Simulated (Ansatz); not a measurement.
**Two structures of V: comparison of enthalpies under pressure**

One table from this session's results is given with a row withheld; the runs are named, their logs left out.

Program: the Python package of Ansatz 0.2.0. Level of theory: DFT PBE, plane waves, PAW. These are calculated values, not measurements.

## Starting point

V Pm-3m: It takes space group Pm-3m (No. 221, cubic). Conventional cell: a = 2.480 Å, b = 2.480 Å, c = 2.480 Å, α = 90.00°, β = 90.00°, γ = 90.00°. V (site symmetry m-3m) has 6 V at 2.48 Å as nearest neighbours.

V Im-3m: It takes space group Im-3m (No. 229, cubic). The conventional cell has a = 3.030 Å, b = 3.030 Å, c = 3.030 Å, α = 90.00°, β = 90.00°, γ = 90.00°. Around V (site symmetry m-3m) lie 8 V at 2.62 Å.

The script holds or builds the structure itself.

The first run:

File run_transition.py:

```python
"""Pressure at which two phases of V cross."""

import csv

import ansatz as az
import numpy as np

FUNCTIONAL = "pbe"
CUTOFF = 500
K_SPACING = 0.27
SMEARING = "fermi_dirac"
SMEARING_WIDTH = 0.1


def sc(A, a):
    return (
        az.Lattice.cubic(a)
        .space_group(221)
        .atom(A, (0, 0, 0))
    )


def bcc(A, a):
    return az.Crystal.bcc(A, a=a)


def solve(name, crystal, pressure=0.0):
    calc = (
        crystal.calculation()
        .functional(FUNCTIONAL)
        .basis(CUTOFF)
        .kpoints(spacing=K_SPACING)
        .occupations(SMEARING, width=SMEARING_WIDTH)
        .spin("collinear")
    )
    calc = calc.relax(force_tolerance=0.03, max_steps=60, cell=True, pressure=pressure)
    return calc.run()


def volume_per_atom(outcome):
    return abs(np.linalg.det(outcome.lattice.cell_ang)) / len(outcome.lattice.sites)

phases = {}
phases["sc"] = sc("V", 2.48).moments(V=1.5)
phases["bcc"] = bcc("V", 3.03).moments(V=1.5)

# H = E + PV, with 1 eV per cubic angstrom equal to 160.2 GPa
pressures = [0, 10, 20, 30]
enthalpy, volume = {name: [] for name in phases}, {name: [] for name in phases}
for p in pressures:
    for name, crystal in phases.items():
        o = solve(name, crystal, pressure=p)
        volume[name].append(volume_per_atom(o))
        enthalpy[name].append(o.report["energy_sigma0_ev"] / len(o.lattice.sites) + p * volume[name][-1] / 160.21766)
gap = np.array(enthalpy["bcc"]) - np.array(enthalpy["sc"])
rows = [(p, va, vb, 1000 * d) for p, va, vb, d in zip(pressures, volume["sc"], volume["bcc"], gap)]
with open("transition.csv", "w", newline="") as handle:
    writer = csv.writer(handle)
    writer.writerow(["P (GPa)", "V sc (A^3/atom)", "V bcc (A^3/atom)", "H(bcc) - H(sc) (meV/atom)"])
    writer.writerows([round(v, 4) if isinstance(v, float) else v for v in row] for row in rows)
print(open("transition.csv").read())
crossings = [p0 - g0 * (p1 - p0) / (g1 - g0) for p0, p1, g0, g1 in zip(pressures, pressures[1:], gap, gap[1:]) if g0 * g1 < 0]
print("crossing near", [round(float(p), 1) for p in crossings], "GPa") if crossings else print("no crossing in this range")
```

Launch:

```console
$ python run_transition.py
```

Among the steps run: Launch.

One table of the session follows, with a row left open; its other results are not shown here.

It belongs to the step «Run by run». Enthalpy H = E + pV of the second structure less the first:

| pressure (GPa) | ΔH (meV/atom) |
| --- | --- |
| 0 | -876.2 |
| 10 | ? |
| 20 | -1006.0 |
| 30 | -1051.6 |

**Question.** Estimate the row for pressure (GPa) = 10.

Worked estimate for «ΔH (meV/atom)». A straight line through the neighbours (0, -876.2) and (20, -1006.0) gives -876.2 + (-1006.0 + 876.2) × (10 − 0) / (20 − 0) = -941.1; a parabola fitted to 3 rows on both sides gives -947.5.

**Answer.** ΔH (meV/atom): -949.0. In «ΔH (meV/atom)» the line misses by +7.9 and the parabola by +1.5.

Caveats from the session: Warnings in the runs' records: seeded moment not kept.
